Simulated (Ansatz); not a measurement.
# Ge (P-1) in Ansatz: notebook

One crystal, Ge, is run at these levels: HSE06 form with a typed share of exact exchange; tasks: single point.

All numbers are computed with Ansatz 0.2.0; they aren't measurements. Logs are shortened: lines on timing, memory, paths and dates and some standing lists are left out, and cuts for length are marked.

## Step 1: The cell of the first run

The typed cell holds 2 atoms: a = 3.900 Å, b = 3.900 Å, c = 3.900 Å, α = 97.38°, β = 97.38°, γ = 138.01°.

This isn't the form of Ge at room conditions, which is diamond.

## Step 2: Single point, HSE06 form with a typed share of exact exchange (atom 1 moved 0.15 Å)

Contents of input:

```
crystal:
  lattice:
    - [-2.57448972, 2.57448972, 1.39741264]
    - [2.57448972, -2.57448972, 1.39741264]
    - [2.57448972, 2.57448972, -1.39741264]
  atoms:
    - { symbol: Ge, position: [0.26041543, 0.74061401, 0.49484239] }
    - { symbol: Ge, position: [0.48958457, 0.50938599, 0.00515761] }
hamiltonian:
  xc: { exchange: pbe, correlation: pbe, exx: { coeff: 0.15, omega: 0.2 } }
  pseudopotentials: { kind: paw }
kpoints:
  mp_grid: { grid: [6, 6, 4] }
scf:
  occupations: { method: fermi_dirac, width: 0.05 }
output:
  forces: true
  stress: true
  eigenvalues: true
```

Potentials or basis: Ansatz PAW.

The log of the run:

```text
Warning: output.stress: scf.convergence.dr2_threshold = 1e-7 eV (the SCF's general default) is looser than the 2e-10 eV advised for a printed stress (1e-10 eV for each atom of the cell: 2). What an SCF threshold leaves in a stress goes as its square root, and in the free energy as the threshold itself, and one threshold admits the most on a small cell: of the crystals measured, under no hybrid functional and no lock of the moments, on runs that ended without the residual-converged pass, on stresses that held no estimate of that error, the worst erred by over 100 MPa in a component at 1e-7 eV an atom and by under 5 at 1e-10. Set scf.convergence.dr2_threshold to 2e-10 eV or tighter. The threshold is an SCF's pass mark: one that does not reach it within its budget of iterations ends unconverged, or closes short of it on a stop that the run arms, and scf.convergence.dr2_threshold's page says what that costs each kind of run
Warning: output.stress: scf.exx.energy_threshold = 1e-6 eV is looser than the 2e-8 eV advised for a stress under a hybrid functional (1e-8 eV for each atom of the cell: 2). Every SCF of the exchange loop can meet its threshold on dr2 while the loop round them stops early: no threshold on dr2 bounds what that leaves in the stress. Set scf.exx.energy_threshold to 2e-8 eV or tighter. The threshold is the loop's pass mark: a loop that does not reach it within its budget of cycles ends unconverged, and scf.exx.energy_threshold's page has the law
GPUs: using 1 of 1 available (devices: 1).
Engine: ansatz 0.2.0, x86_64-unknown-linux-gnu
Pseudopotentials: kind: paw
Pseudopotential: Ge, paw, valence charge 14, recommended cutoff 420 eV (normal), Ge.paw.azcp
Functional definition: unnamed
  parameter a_1 = 0.15
  parameter omega_1 = 0.2/angstrom
  exchange = pbe_x + (-a_1)*pbe_x_sr(omega_1) + a_1*exact_x_sr(omega_1)
  correlation = pbe_c
device memory: the entry about to start is reckoned to put 1.0 GiB on a device that reports 39.0 GiB free (of which the cap on the GPU budget leaves the run 18.0 GiB)
GPU FFT provider: cuFFT
GPU libraries: cuBLAS 13.8.2, cuFFT 12.4.0, cuSOLVER 12.3.4
Crystal: 2 atoms, lattice volume = 37.048 Å³
Basis set: ecut = 420 eV, 733 PW (Γ), exchange–correlation on 54×54×54 points (8 copies of the dense FFT grid, shifted against one another)
Bands: 18, of which v1, the nominal top of the filled ones, is band 14 counted from 1 (13 counted from 0)
Symmetry: 2 space group operations
Space group: P-1 (ITA 2), of the structure as read, at distance tolerance 3.3e-5 Å
k-points: 76 of 144
Non-local potential: Ge, projectors of the file, l = 0: 2, l = 1: 2, l = 2: 3, l = 3: 1
PAW form: soft (Blöchl's): semilocal exchange-correlation on the pseudo side does not see the compensation charge
PAW frozen core: Ge, regenerated for the run's functional, and the local potential with it (the file was generated under x = pbe(κ = 0.804, μ = 0.2195149727645171), c = pbe(β = 0.06672455060314922))
PAW one-centre angular grid: Ge, 590 points (default); XC on 64 Gauss nodes
Initial density: superposition of atomic densities (neutral atoms: chi_scale 0, normalization atom), corrected by the library's trained network
Initial wavefunctions: pseudopotential atomic-orbital guess
GPU buffer pool allocated for 19683 grid points (all kernels)
GPU transforms: local potential and band sums: pruned to the plane-wave sphere, on 27×27×27
Functional: x = pbe(κ = 0.804, μ = 0.2195149727645171), c = pbe(β = 0.06672455060314922), warm-up for x = pbe(κ = 0.804, μ = 0.2195149727645171) + 0.15 (exact − pbe) at short range (hse, ω = 0.2 Å⁻¹), c = pbe(β = 0.06672455060314922)
SCF iter   1: F=—  HF=-8589.472714 eV  |F-HF|=—  |Δ(HF+E_count)|=         —  Δρ=1.63e-3  dr2=7.25e-4  ethr=1.77e-3  ⟨swp⟩=5.9  Hψ=5121  notcnv=0
preconditioner: auto → Kerker (q_TF=auto, 2.604 Å⁻¹)  [metal: Δε(μ)=0.020 eV  Ē_g=23.524 eV  σ=0.050 eV  W_gap=0.10  n_scr=16 (ndim 8)  ℏωp=32.3 eV  f_vac=0.000  D(μ)=0.91/eV (n_scr^D=4)]
SCF iter   2: F=—  HF=-8589.473017 eV  |F-HF|=—  |Δ(HF+E_count)|=   3.02e-4  Δρ=1.05e-3  dr2=3.21e-4  ethr=2.59e-6  ⟨swp⟩=3.0  Hψ=3388  notcnv=0
iter 3 solved again at ethr=8.26e-8 eV; its pass at ethr=1.15e-6 eV (dr2=2.31e-5 eV) is discarded
SCF iter   3: F=—  HF=-8589.473085 eV  |F-HF|=—  |Δ(HF+E_count)|=   6.85e-5  Δρ=2.50e-4  dr2=2.26e-5  ethr=8.26e-8  ⟨swp⟩=2.6  Hψ=5093  notcnv=0
SCF iter   4: F=—  HF=-8589.473072 eV  |F-HF|=—  |Δ(HF+E_count)|=   1.26e-5  Δρ=1.00e-4  dr2=3.04e-6  ethr=8.06e-8  ⟨swp⟩=3.0  Hψ=3532  notcnv=0
SCF iter   5: F=—  HF=-8589.473074 eV  |F-HF|=—  |Δ(HF+E_count)|=   1.66e-6  Δρ=2.10e-5  dr2=1.33e-7  ethr=1.08e-8  ⟨swp⟩=3.0  Hψ=2774  notcnv=0
SCF iter   6: F=—  HF=-8589.473074 eV  |F-HF|=—  |Δ(HF+E_count)|=   5.88e-8  Δρ=7.39e-6  dr2=8.85e-9  ethr=4.76e-10  ⟨swp⟩=3.0  Hψ=3461  notcnv=0
SCF iter   7: F=—  HF=-8589.473074 eV  |F-HF|=—  |Δ(HF+E_count)|=   8.60e-9  Δρ=1.11e-6  dr2=3.98e-10  ethr=3.16e-11  ⟨swp⟩=3.0  Hψ=2798  notcnv=0
SCF iter   8: F=-8589.473074 eV  HF=-8589.473074 eV  |F-HF|=1.82e-12  |Δ(HF+E_count)|=  3.46e-11  Δρ=3.66e-7  dr2=4.13e-11  ethr=1.42e-12  ⟨swp⟩=3.8  Hψ=3575  notcnv=0
SCF 1 converged in 8 iterations: F = -8589.473074 eV  dr2 = 4.13e-11
device memory: the entry about to start is reckoned to put 1.6 GiB on a device that reports 39.0 GiB free (of which the cap on the GPU budget leaves the run 18.0 GiB)
GPU FFT provider: cuFFT
GPU libraries: cuBLAS 13.8.2, cuFFT 12.4.0, cuSOLVER 12.3.4
Initial density: handed on by an earlier stage of this run
Initial wavefunctions: those handed on with the density
GPU buffer pool allocated for 19683 grid points (all kernels)
GPU transforms: local potential and band sums: pruned to the plane-wave sphere, on 27×27×27
Functional: x = pbe(κ = 0.804, μ = 0.2195149727645171) + 0.15 (exact − pbe) at short range (hse, ω = 0.2 Å⁻¹), c = pbe(β = 0.06672455060314922)
Exchange kernel: α = 0.1500, screened, ω = 0.2000 Å⁻¹, Wigner–Seitz truncation, v(0) = 1118.6908 eV·Å³, q-mesh 6×6×4, nearest image of the exchange supercell L = 15.60 Å, pair-density grid 20×20×20, without the augmentation charges, whose exchange is taken in its separable form by FFT convolution over the k-point mesh (sized by the pseudopotential files, 18×27×25 at the most), smooth part of the exact exchange by density-matrix convolution in up to 2.13 GiB of GPU memory as planned if the GPU has room (build and FFT work areas not counted)
Frozen-core exchange: fock
iter 1 solved again at ethr=1.73e-5 eV; its pass at ethr=1.00e-1 eV (dr2=4.83e-3 eV) is discarded
SCF iter   1: F=—  HF=-8590.397245 eV  |F-HF|=—  |Δ(HF+E_count)|=         —  Δρ=8.27e-3  dr2=8.33e-3  ethr=1.73e-5  ⟨swp⟩=4.3  Hψ=7946  notcnv=0
preconditioner: auto → Kerker (q_TF=auto, 2.604 Å⁻¹)  [metal: Δε(μ)=0.045 eV  Ē_g=25.585 eV  σ=0.050 eV  W_gap=0.22  n_scr=16 (ndim 8)  ℏωp=32.3 eV  f_vac=0.000  D(μ)=0.80/eV (n_scr^D=4)]
SCF iter   2: F=—  HF=-8590.390263 eV  |F-HF|=—  |Δ(HF+E_count)|=   6.98e-3  Δρ=2.94e-3  dr2=1.79e-3  ethr=1.73e-5  ⟨swp⟩=3.0  Hψ=4023  notcnv=0
SCF iter   3: F=—  HF=-8590.390044 eV  |F-HF|=—  |Δ(HF+E_count)|=   2.19e-4  Δρ=1.62e-3  dr2=4.52e-4  ethr=3.70e-6  ⟨swp⟩=2.0  Hψ=2447  notcnv=0
SCF iter   4: F=—  HF=-8590.391750 eV  |F-HF|=—  |Δ(HF+E_count)|=   1.71e-3  Δρ=4.92e-4  dr2=4.65e-5  ethr=1.25e-6  ⟨swp⟩=3.3  Hψ=3535  notcnv=0
SCF iter   5: F=—  HF=-8590.391728 eV  |F-HF|=—  |Δ(HF+E_count)|=   2.18e-5  Δρ=1.22e-4  dr2=9.27e-6  ethr=1.59e-7  ⟨swp⟩=3.0  Hψ=3266  notcnv=0
SCF iter   6: F=-8590.391726 eV  HF=-8590.391726 eV  |F-HF|=4.34e-9  |Δ(HF+E_count)|=   2.57e-6  Δρ=1.73e-5  dr2=5.99e-7  ethr=2.63e-8  ⟨swp⟩=3.2  Hψ=2972  notcnv=0
SCF 2 stopped early in 6 iterations: F = -8590.391726 eV  dr2 = 5.99e-7
  Residual-converged pass: ⟨swp⟩=3.3  Hψ=3531  notcnv=0  max |occ|·‖R‖ = 6.6e-6 eV (tolerance 6.7e-6 eV)  dr2=5.88e-7  dr2_onsite=7.52e-8  max |Δocc| = 6.8e-10
hybrid outer 1: dexx = +1.812e-3 eV, tail = 7.12e-6 eV
GPU FFT provider: cuFFT
GPU libraries: cuBLAS 13.8.2, cuFFT 12.4.0, cuSOLVER 12.3.4
GPU buffer pool allocated for 19683 grid points (all kernels)
GPU transforms: local potential and band sums: pruned to the plane-wave sphere, on 27×27×27
Exchange kernel: α = 0.1500, screened, ω = 0.2000 Å⁻¹, Wigner–Seitz truncation, v(0) = 1118.6908 eV·Å³, q-mesh 6×6×4, nearest image of the exchange supercell L = 15.60 Å, pair-density grid 20×20×20, without the augmentation charges, whose exchange is taken in its separable form by FFT convolution over the k-point mesh (sized by the pseudopotential files, 18×27×25 at the most), smooth part of the exact exchange by density-matrix convolution in up to 2.13 GiB of GPU memory as planned if the GPU has room (build and FFT work areas not counted)
Frozen-core exchange: fock
SCF iter   1: F=—  HF=-8590.391799 eV  |F-HF|=—  |Δ(HF+E_count)|=         —  Δρ=5.35e-5  dr2=3.54e-7  ethr=1.27e-7  ⟨swp⟩=4.4  Hψ=3335  notcnv=0
preconditioner: auto → Kerker (q_TF=auto, 2.604 Å⁻¹)  [metal: Δε(μ)=0.050 eV  Ē_g=25.457 eV  σ=0.050 eV  W_gap=0.24  n_scr=16 (ndim 8)  ℏωp=32.3 eV  f_vac=0.000  D(μ)=0.79/eV (n_scr^D=4)]
SCF iter   2: F=—  HF=-8590.391799 eV  |F-HF|=—  |Δ(HF+E_count)|=   4.14e-8  Δρ=8.41e-6  dr2=3.49e-8  ethr=1.05e-9  ⟨swp⟩=4.0  Hψ=4119  notcnv=0
SCF iter   3: F=—  HF=-8590.391799 eV  |F-HF|=—  |Δ(HF+E_count)|=   1.70e-7  Δρ=4.92e-6  dr2=5.74e-9  ethr=5.62e-11  ⟨swp⟩=4.1  Hψ=3907  notcnv=0
SCF iter   4: F=—  HF=-8590.391799 eV  |F-HF|=—  |Δ(HF+E_count)|=   4.67e-9  Δρ=1.21e-6  dr2=1.16e-9  ethr=1.65e-11  ⟨swp⟩=2.4  Hψ=2543  notcnv=0
SCF iter   5: F=—  HF=-8590.391799 eV  |F-HF|=—  |Δ(HF+E_count)|=   3.75e-9  Δρ=7.70e-7  dr2=2.63e-10  ethr=1.01e-12  ⟨swp⟩=4.2  Hψ=3796  notcnv=0  defer=1
SCF iter   6: F=-8590.391799 eV  HF=-8590.391799 eV  |F-HF|=8.55e-11  |Δ(HF+E_count)|=  4.24e-10  Δρ=1.88e-7  dr2=1.06e-11  ethr=1.00e-12  ⟨swp⟩=3.0  Hψ=3208  notcnv=0
SCF 3 converged in 6 iterations: F = -8590.391799 eV  dr2 = 1.06e-11
  Residual-converged pass: ⟨swp⟩=2.5  Hψ=2473  notcnv=0  max |occ|·‖R‖ = 2.7e-7 eV (tolerance 2.7e-7 eV)  dr2=1.07e-11  dr2_onsite=1.60e-10  max |Δocc| = 6.7e-13
hybrid outer 2: dexx = +2.004e-7 eV, tail = 1.91e-9 eV, Δε = 1.69e-3 eV (about 3.16e-5 eV left of the loop's levels), ΔF = 5.30e-4 eV/Å (tail 1.26e-4)
hybrid SCF converged: 2 outer / 12 inner (+8 warm-up), last move |dexx| = 2.00e-7 eV, tail = 1.91e-9 eV
Stability not checked: this state was not tested for a lower state beside it, because the functional holds exact exchange (a hybrid, or Hartree-Fock), whose exchange loop this test does not read (fock_operator; see scf.lower_state_search)
Free energy (F): -8590.391799 eV
Frozen-core exchange: fock
Harris-Foulkes:  -8590.391799 eV  (|F-HF|=8.55e-11)
Internal energy: -8590.385734 eV  (E = F + TS)
E sigma→0 (E₀):  -8590.388766 eV
Entropy (-TS):   -0.006065 eV (-3.032 meV/atom)
Fermi energy:    11.298306 eV
--- Per-component energies (eV) ---
  E_band       = -267.888982
  E_kinetic    = 220.876285
  E_local      = -4300.611809  (includes V_loc(G=0)·N_el)
  E_nonlocal   = 834.138401
  E_hartree    = 1887.297609
  E_xc         = -133.744326
  E_vxc        = -114.328157  (∫ρ·V_xc dr)
  E_exx        = -65.338607  (= α·E_x^exact, valence–valence)
  E_paw        = -3989.085599  (= ΣΔE_a)
  E_vpaw       = -551.882289  (= ΣTr[D̂ρ^β])
  E_aug_tail   = 0.000609  (compensation charges beyond the density's cutoff)
  E_ewald      = -3043.488657
  E_core_change = -0.429639  (= ΣΔE_core)
  E_smearing   = -0.006065  (= −TS)
  E_closure    = -0.000000  (closes the sum)
  Σ components = -8590.391799   (vs F -8590.391799, Δ=0.00e0)
--- Forces (eV/Å), atoms counted from 1 ---
  atom   1  Ge     0.52507267    -0.24582139    -0.06423981
  atom   2  Ge    -0.52507267     0.24582139     0.06423981
  max |Σ_I F_I| component: 0.00e0 eV/Å
--- Stress (GPa, compression-positive) ---
        4.302389       0.489589       0.714728
        0.489589       1.846178       0.756842
        0.714728       0.756842      -0.223545
  P = ⅓ Tr σ = 1.9750 GPa (19.750 kbar)
--- Band table (eV; the first three rows and the last of 76) ---
  k-point 0: bands = ["-15.6719", "-15.6337", "-15.6017", "-15.5873", "-15.4918", "-15.4895", "-15.4807", "-15.4769", "-15.4093", "-15.3431", "-3.1826", "6.9121", "8.5024", "8.6369", "14.4538", "19.3030", "19.4653", "19.8248"]
  k-point 1: bands = ["-15.6465", "-15.6348", "-15.6134", "-15.5591", "-15.5052", "-15.4785", "-15.4768", "-15.4642", "-15.4331", "-15.3700", "-2.4475", "3.3030", "9.4402", "10.7446", "15.6115", "16.6067", "17.9007", "19.5213"]
  k-point 2: bands = ["-15.6392", "-15.6329", "-15.5715", "-15.5588", "-15.5061", "-15.4968", "-15.4648", "-15.4584", "-15.4295", "-15.4193", "-0.3884", "-0.1032", "11.5439", "11.8551", "13.3841", "13.4568", "19.1425", "19.1955"]
  k-point 75: bands = ["-15.6433", "-15.6327", "-15.5174", "-15.5172", "-15.4972", "-15.4941", "-15.4816", "-15.4759", "-15.4592", "-15.4559", "1.4709", "1.5907", "4.7710", "4.8414", "17.6603", "17.7923", "22.9052", "22.9986"]
```

It took 75 s on 1 × NVIDIA H100 80GB HBM3 with 2 threads of AMD EPYC 7R13 (Zen 3), shared host; peak memory 2.1 GiB.

Results:

| Quantity | Value |
| --- | --- |
| Free energy | -8590.3918 eV |
| Pressure | 2.0 GPa |
| Largest force | 0.583 eV/Å |
| Band gap on the k mesh | none (metal or under the smearing width) |

Forces on the atoms (eV/Å):
```
Ge   0.525 -0.246 -0.064
Ge  -0.525  0.246  0.064
```

Stress tensor (GPa, compression positive):
```
 4.30  0.49  0.71
 0.49  1.85  0.76
 0.71  0.76 -0.22
```

Caveat: the k mesh is coarse (spacing up to 0.43 Å⁻¹), so the values aren't converged, least of all with exact exchange; the PAW data sets come from PBE, with cores solved anew for the run's functional, which leaves a small shift of forces and pressure; the thresholds are loose for stress.

## Step 3: Single point, HSE06 form with a typed share of exact exchange (atom 1 moved 0.15 Å)

Changes to input since step 2:

```diff
@@ -9,3 +9,3 @@
 hamiltonian:
-  xc: { exchange: pbe, correlation: pbe, exx: { coeff: 0.15, omega: 0.2 } }
+  xc: { exchange: pbe, correlation: pbe, exx: { coeff: 0.2, omega: 0.2 } }
   pseudopotentials: { kind: paw }
@@ -19 +19,5 @@
   eigenvalues: true
+  write_density: true
+  write_potential: true
+  elf: true
+  volumetric_format: npy
```

Potentials or basis: Ansatz PAW.

Run time: 64 s. Hardware: 1 × NVIDIA H100 80GB HBM3 with 2 threads of AMD EPYC 7R13 (Zen 3), shared host; peak memory 2.1 GiB.

It converged, with:

```yaml
Free_energy: -8590.7113 eV
Pressure: 1.4 GPa
Largest_force: 0.576 eV/Å
Band_gap_on_the_k_mesh: none (metal or under the smearing width)
```

Forces on the atoms (eV/Å):
```
Ge   0.519 -0.241 -0.066
Ge  -0.519  0.241  0.066
```

Stress tensor (GPa, compression positive):
```
 3.74  0.44  0.74
 0.44  1.22  0.77
 0.74  0.77 -0.80
```

Levels at points of the mesh, in eV from the Fermi level:
```csv
k point,band 10,band 11,band 12,band 13,band 14,band 15,band 16,band 17,band 18
"(0.00, 0.00, 0.00)",-27.35,-14.82,-4.46,-2.90,-2.75,3.20,8.17,8.34,8.70
"(0.00, 0.00, -0.50)",-27.42,-11.97,-11.68,0.24,0.56,2.14,2.21,8.01,8.06
"(0.00, -0.50, 0.00)",-27.38,-9.20,-6.96,-3.06,-2.49,-1.53,2.26,4.22,5.38
"(0.00, -0.50, -0.50)",-27.39,-8.94,-7.39,-2.85,-2.49,-1.77,2.53,3.84,6.21
"(-0.50, 0.00, 0.00)",-27.38,-9.16,-7.03,-3.04,-2.52,-1.59,2.36,4.13,5.64
"(-0.50, 0.00, -0.50)",-27.40,-8.81,-7.61,-2.72,-2.48,-1.79,2.62,3.64,6.35
"(-0.50, -0.50, 0.00)",-27.41,-12.34,-11.25,-0.28,1.16,1.84,2.26,8.04,8.10
"(-0.50, -0.50, -0.50)",-27.46,-10.06,-9.94,-6.71,-6.64,6.50,6.63,11.83,11.93
```

Caveat: the k mesh is coarse (spacing up to 0.43 Å⁻¹), so the values aren't converged, least of all with exact exchange; the PAW data sets come from PBE, with cores solved anew for the run's functional, which leaves a small shift of forces and pressure; the thresholds are loose for stress.

## Step 4: Single point, HSE06 form with a typed share of exact exchange (atom 1 moved 0.15 Å)

Changes to input since step 3:

```diff
@@ -9,3 +9,3 @@
 hamiltonian:
-  xc: { exchange: pbe, correlation: pbe, exx: { coeff: 0.2, omega: 0.2 } }
+  xc: { exchange: pbe, correlation: pbe, exx: { coeff: 0.25, omega: 0.2 } }
   pseudopotentials: { kind: paw }
@@ -19,5 +19 @@
   eigenvalues: true
-  write_density: true
-  write_potential: true
-  elf: true
-  volumetric_format: npy
```

Run time: 47 s. Hardware: 1 × NVIDIA H100 80GB HBM3 with 2 threads of AMD EPYC 7R13 (Zen 3), shared host; peak memory 2.1 GiB.

Results (log left out):

| Item | Value |
| --- | --- |
| Free energy | -8591.0373 eV |
| Pressure | 0.8 GPa |
| Largest force | 0.569 eV/Å |
| Band gap on the k mesh | none (metal or under the smearing width) |

Forces in eV/Å, atoms in the order of the input:
```
Ge   0.513 -0.236 -0.067
Ge  -0.513  0.236  0.067
```

Stress tensor (GPa, compression positive):
```
 3.18  0.38  0.75
 0.38  0.60  0.78
 0.75  0.78 -1.38
```

Levels at points of the mesh, in eV from the Fermi level:
```csv
k point,band 10,band 11,band 12,band 13,band 14,band 15,band 16,band 17,band 18
"(0.00, 0.00, 0.00)",-28.05,-15.16,-4.52,-3.00,-2.85,3.24,8.34,8.50,8.87
"(0.00, 0.00, -0.50)",-28.13,-12.25,-11.95,0.23,0.56,2.19,2.27,8.18,8.23
"(0.00, -0.50, 0.00)",-28.09,-9.41,-7.14,-3.10,-2.57,-1.59,2.31,4.32,5.49
"(0.00, -0.50, -0.50)",-28.10,-9.14,-7.57,-2.89,-2.58,-1.84,2.58,3.92,6.32
"(-0.50, 0.00, 0.00)",-28.09,-9.36,-7.20,-3.08,-2.61,-1.65,2.40,4.23,5.75
"(-0.50, 0.00, -0.50)",-28.11,-9.01,-7.79,-2.76,-2.56,-1.87,2.67,3.73,6.46
"(-0.50, -0.50, 0.00)",-28.12,-12.62,-11.52,-0.32,1.17,1.89,2.32,8.21,8.27
"(-0.50, -0.50, -0.50)",-28.16,-10.29,-10.16,-6.90,-6.82,6.63,6.77,12.06,12.15
```

Caveat: the k mesh is coarse (spacing up to 0.43 Å⁻¹), so the values aren't converged, least of all with exact exchange; the PAW data sets come from PBE, with cores solved anew for the run's functional, which leaves a small shift of forces and pressure; the thresholds are loose for stress.

(Continued in part 2 of 2.)
